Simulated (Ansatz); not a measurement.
# Sc2CS2 MXene monolayer in a perpendicular field, part 2 of 2

Aim: how the Sc2CS2 MXene monolayer screens a field along its normal, and what the field does to its bands. A positive field points along +c.

Ansatz 0.2.0; plane-wave DFT, PBE-D3(BJ), Ansatz PAW (the session's first sound run).

So far, equivalent conductor thickness p/(ε₀AE) (Å): step 8 (response, atoms held) 7.56; step 11 (ions relaxed) 7.58.

## Step 12: Same geometry, cutoff 420 eV, functional LDA

This step: plane-wave DFT, LDA, Ansatz PAW (Ansatz 0.2.0).

The geometry is kept and the functional is LDA; other changes against the main runs: SCF threshold 1.0e-10 → 1.0e-09 eV, k-mesh 18×18×1 → 6×6×1 and no dispersion term, which doesn't act on the electrons.

Input file input.yaml:

```yaml
crystal:
  lattice:
    - [3.4659486428, 0.0, 0.0]
    - [-1.7329743214, 3.0015995728, 0.0]
    - [0.0, 0.0, 23.5984748336]
  atoms:
    - { symbol: S, position: [0.3333333333, 0.6666666667, 0.3813805792] }
    - { symbol: Sc, position: [0.6666666667, 0.3333333333, 0.4434944099] }
    - { symbol: C, position: [0.0, 0.0, 0.5] }
    - { symbol: Sc, position: [0.3333333333, 0.6666666667, 0.5565055901] }
    - { symbol: S, position: [0.6666666667, 0.3333333333, 0.6186194208] }
kpoints:
  mp_grid: { grid: [6, 6, 1] }
hamiltonian:
  xc: lda
scf:
  occupations: { method: fermi_dirac, width: 0.05 }
  convergence: { dr2_threshold: 1.0e-09 }
efield:
  axis: 3
  dipole_correction: true
  ramp_position: 0.97
  ramp_width: 0.06
  amplitude: 0.1
output:
  write_potential: true
  write_density: true
  volumetric_format: npy
```

Run with:

```console
ansatz run input.yaml --threads 4 --pin off --max-ram 6144MiB --backend cpu --events-out ev --progress --plain --runs-dir out
```

Wall time 1.8 s (4 threads of Intel Xeon Platinum 8259CL at 2.50GHz (Skylake/Cascade Lake), shared host); peak memory 0.68 GiB; 6 s of CPU time.

This step gave:

| Item | Value |
| --- | --- |
| energy at zero smearing | -6163.9681 eV |
| dipole along the normal | 0.04355 e·Å |

The dipole is 0.0436 e·Å.

## Step 13: Same geometry, cutoff 420 eV, functional LDA (run 2)

The same run in the opposite field.

Edit input.yaml of step 12 so:

```diff
@@ -23,3 +23,3 @@
   ramp_width: 0.06
-  amplitude: 0.1
+  amplitude: -0.1
 output:
```

Elapsed: 1.8 s, on 4 threads; peak memory 0.68 GiB.

The dipole is -0.0436 e·Å.

## Step 14: Response at this level

This step: plane-wave DFT, LDA, Ansatz PAW; response to a field along the normal, atoms held (Ansatz 0.2.0).

The two signs of the field give the slope at this level.

This step gave:

* equivalent conductor thickness p/(ε₀AE): 7.576 Å
* distance between the outer atoms: 5.598 Å

The induced dipole is that of a conductor 7.58 Å thick.

## Step 15: Same geometry, cutoff 420 eV, functional PBE

This step: plane-wave DFT, PBE, Ansatz PAW (Ansatz 0.2.0).

The geometry is kept and the functional is PBE; other changes against the main runs: SCF threshold 1.0e-10 → 1.0e-09 eV, k-mesh 18×18×1 → 6×6×1 and no dispersion term, which doesn't act on the electrons.

Edit input.yaml of step 13 so:

```diff
@@ -14,3 +14,3 @@
 hamiltonian:
-  xc: lda
+  xc: pbe
 scf:
@@ -23,3 +23,3 @@
   ramp_width: 0.06
-  amplitude: -0.1
+  amplitude: 0.1
 output:
```

It took 1.9 s on 4 threads; peak memory 0.69 GiB; 6.4 s of CPU time.

The dipole is 0.0435 e·Å.

## Step 16: Same geometry, cutoff 420 eV, functional PBE (run 2)

Edit input.yaml of step 15 so:

```diff
@@ -23,3 +23,3 @@
   ramp_width: 0.06
-  amplitude: 0.1
+  amplitude: -0.1
 output:
```

Wall time 1.8 s (4 threads); peak memory 0.69 GiB; 6.2 s of CPU time.

The dipole is -0.0435 e·Å.

## Step 17: Response at this level

This step: plane-wave DFT, PBE, Ansatz PAW; response to a field along the normal, atoms held (Ansatz 0.2.0).

The induced dipole is that of a conductor 7.56 Å thick.

## Step 18: Same geometry, cutoff 500 eV, functional r2SCAN

This step: plane-wave DFT, r2SCAN, Ansatz PAW (Ansatz 0.2.0).

The geometry is kept and the functional is r2SCAN; other changes against the main runs: SCF threshold 1.0e-10 → 1.0e-09 eV, cutoff 420 → 500, k-mesh 18×18×1 → 6×6×1 and no dispersion term, which doesn't act on the electrons.

Edit input.yaml of step 16 so:

```diff
@@ -14,3 +14,3 @@
 hamiltonian:
-  xc: pbe
+  xc: r2scan
 scf:
@@ -23,3 +23,3 @@
   ramp_width: 0.06
-  amplitude: -0.1
+  amplitude: 0.1
 output:
```

Run time: 4.8 s. Hardware: 4 threads; peak memory 1.2 GiB; 18 s of CPU time.

The dipole is 0.0433 e·Å.

## Step 19: Same geometry, cutoff 500 eV, functional r2SCAN (run 2)

Edit input.yaml of step 18 so:

```diff
@@ -23,3 +23,3 @@
   ramp_width: 0.06
-  amplitude: 0.1
+  amplitude: -0.1
 output:
```

Run time: 4.8 s. Hardware: 4 threads; peak memory 1.2 GiB; 18 s of CPU time.

The dipole is -0.0433 e·Å.

## Step 20: Response at this level

This step: plane-wave DFT, r2SCAN, Ansatz PAW; response to a field along the normal, atoms held (Ansatz 0.2.0).

The induced dipole is that of a conductor 7.53 Å thick.

## Step 21: Same geometry, cutoff 420 eV, functional HSE06

This step: plane-wave DFT, HSE06, Ansatz PAW (Ansatz 0.2.0).

The geometry is kept and the functional is HSE06; other changes against the main runs: SCF threshold 1.0e-10 → 1.0e-09 eV, k-mesh 18×18×1 → 6×6×1 and no dispersion term, which doesn't act on the electrons.

Edit input.yaml of step 19 so:

```diff
@@ -14,3 +14,3 @@
 hamiltonian:
-  xc: r2scan
+  xc: hse06
 scf:
@@ -23,3 +23,3 @@
   ramp_width: 0.06
-  amplitude: -0.1
+  amplitude: 0.1
 output:
```

Run time: 33 s. Hardware: 4 threads; peak memory 3.1 GiB.

The dipole is 0.0433 e·Å.

## Step 22: Same geometry, cutoff 420 eV, functional HSE06 (run 2)

Edit input.yaml of step 21 so:

```diff
@@ -23,3 +23,3 @@
   ramp_width: 0.06
-  amplitude: 0.1
+  amplitude: -0.1
 output:
```

Elapsed: 33 s, on 4 threads; peak memory 3.1 GiB.

The dipole is -0.0433 e·Å.

## Step 23: Side by side

Times are for 4 threads of Intel Xeon Platinum 8259CL at 2.50GHz (Skylake/Cascade Lake), shared host. The series side by side:

| no. | functional | field | dipole along the normal (e·Å) | time | memory (GiB) |
| --- | --- | --- | --- | --- | --- |
| 1 | lda | 0.1 V/Å | 0.04355 | 1.8 s | 0.68 |
| 2 | lda | -0.1 V/Å | -0.04356 | 1.8 s | 0.68 |
| 3 | pbe | 0.1 V/Å | 0.04347 | 1.9 s | 0.69 |
| 4 | pbe | -0.1 V/Å | -0.04346 | 1.8 s | 0.69 |
| 5 | r2scan | 0.1 V/Å | 0.04329 | 4.8 s | 1.2 |
| 6 | r2scan | -0.1 V/Å | -0.04329 | 4.8 s | 1.2 |
| 7 | hse06 | 0.1 V/Å | 0.04329 | 33 s | 3.1 |
| 8 | hse06 | -0.1 V/Å | -0.04330 | 33 s | 3.1 |

## Step 24: Response at this level

This step: plane-wave DFT, HSE06, Ansatz PAW; response to a field along the normal, atoms held (Ansatz 0.2.0).

The induced dipole is that of a conductor 7.53 Å thick.

## Step 25: A changed input: efield.ramp_width = 0.04 and efield.amplitude = -0.3

This step: plane-wave DFT, PBE-D3(BJ), Ansatz PAW (Ansatz 0.2.0).

A run with a changed input: it repeats the earlier run at 0.1 V/Å with efield.ramp_width from 0.06 to 0.04 and efield.amplitude from 0.1 to -0.3.

input.yaml, the sections that differ from step 22:

```yaml
kpoints:
  mp_grid: { grid: [18, 18, 1] }
  band_path:
    path: [[0, 0, 0], [0.5, 0, 0], [0.33333333, 0.33333333, 0], [0, 0, 0]]
    npoints: 16
hamiltonian:
  xc: pbe
  dispersion: d3bj
scf:
  occupations: { method: fermi_dirac, width: 0.05 }
  convergence: { dr2_threshold: 1.0e-10 }
efield:
  axis: 3
  dipole_correction: true
  ramp_position: 0.97
  ramp_width: 0.04
  amplitude: -0.3
# crystal, output: as in step 22
```

It took 10 s on 4 threads; peak memory 0.83 GiB; 39 s of CPU time.

Numbers from this step:

| Item | Value |
| --- | --- |
| energy at zero smearing | -6331.7897 eV |
| dipole along the normal | -0.1305 e·Å |

Electronic bands along the path, in eV, zero at the Fermi level:

| point | band 16 | band 17 | band 18 | band 19 | band 20 | band 21 | band 22 | band 23 |
| --- | --- | --- | --- | --- | --- | --- | --- | --- |
| Γ | -0.19 | -0.19 | 0.64 | 1.34 | 1.34 | 3.09 | 3.09 | 3.42 |
| halfway | -0.90 | -0.51 | -0.42 | 0.39 | 0.43 | 2.39 | 3.96 | 4.08 |
| M | -1.03 | -0.99 | -0.64 | -0.14 | 0.17 | 1.82 | 3.83 | 4.78 |
| halfway | -1.30 | -1.18 | -0.75 | -0.74 | -0.32 | 2.73 | 4.28 | 4.54 |
| K | -1.45 | -1.44 | -0.81 | -0.77 | -0.59 | 3.99 | 4.00 | 4.03 |
| halfway | -0.93 | -0.70 | -0.40 | -0.30 | 0.24 | 3.18 | 3.20 | 4.41 |
| Γ | -0.19 | -0.19 | 0.64 | 1.34 | 1.34 | 3.09 | 3.09 | 3.42 |

| quantity | this run | earlier run | difference |
| --- | --- | --- | --- |
| dipole along the normal (e·Å) | -0.1305 | 0.04348 | -0.17 |

The applied field differs, and the slope found earlier predicts a dipole of -0.130 e·Å; this run gives -0.130 e·Å, in line with it.

## Step 26: The same run with other settings

Another changed input: it repeats the earlier run at 0.1 V/Å with efield.dipole_correction from true to false and efield.amplitude from 0.1 to 0.05.

Edit input.yaml of step 25 so:

```diff
@@ -24,6 +24,6 @@
   axis: 3
-  dipole_correction: true
+  dipole_correction: false
   ramp_position: 0.97
-  ramp_width: 0.04
-  amplitude: -0.3
+  ramp_width: 0.06
+  amplitude: 0.05
 output:
```

It took 8.8 s on 4 threads; peak memory 0.86 GiB.

| quantity | this run | earlier run | difference |
| --- | --- | --- | --- |
| dipole along the normal (e·Å) | 0.03199 | 0.04348 | -0.011 |

The applied field differs, and the slope found earlier predicts a dipole of 0.0217 e·Å; this run gives 0.0320 e·Å, 0.010 e·Å more.

With the dipole correction off, the periodic images add a field of their own to the typed one.

These numbers are not those of the isolated slab.

## Step 27: What came out

| Item | Value |
| --- | --- |
| gap without field | none |
| work function, upper face | 6.83 eV |
| equivalent conductor thickness, atoms held | 7.56 Å |
| equivalent conductor thickness, atoms relaxed | 7.58 Å |
| equivalent conductor thickness, LDA | 7.58 Å |
| equivalent conductor thickness, PBE | 7.56 Å |
| equivalent conductor thickness, r2SCAN | 7.53 Å |
| equivalent conductor thickness, HSE06 | 7.53 Å |

**Reading.** The induced dipole equals that of a perfect conductor 7.56 Å thick, while the outer atoms lie 5.60 Å apart. Across the functionals the thickness runs from 7.53 to 7.58 Å; those runs use a coarser k-mesh, so they are to be compared with each other. There is no gap over 0.03 eV, with or without the field. The main runs have no spin polarisation; a magnetic state could lie lower and would change these results. The MXene's terminations sit over the metal atoms of its far layer; the site over carbon or nitrogen, which some compounds prefer, was not run.

[Logs are printed without paths, hosts, clocks, repeated set-up lines and the standing remarks that a program may print on its own settings, such as how far it seeks lower states.]

[Hosts, paths, dates, database ids (printed as entryN), source tags and the programs' standing remarks are cut or masked in the printed files.]

[Maps of the electrostatic potential energy from Ansatz leave out the sawtooth potential of an applied field or a dipole correction, so their vacuum need not be flat; planar profiles and work functions include it.]
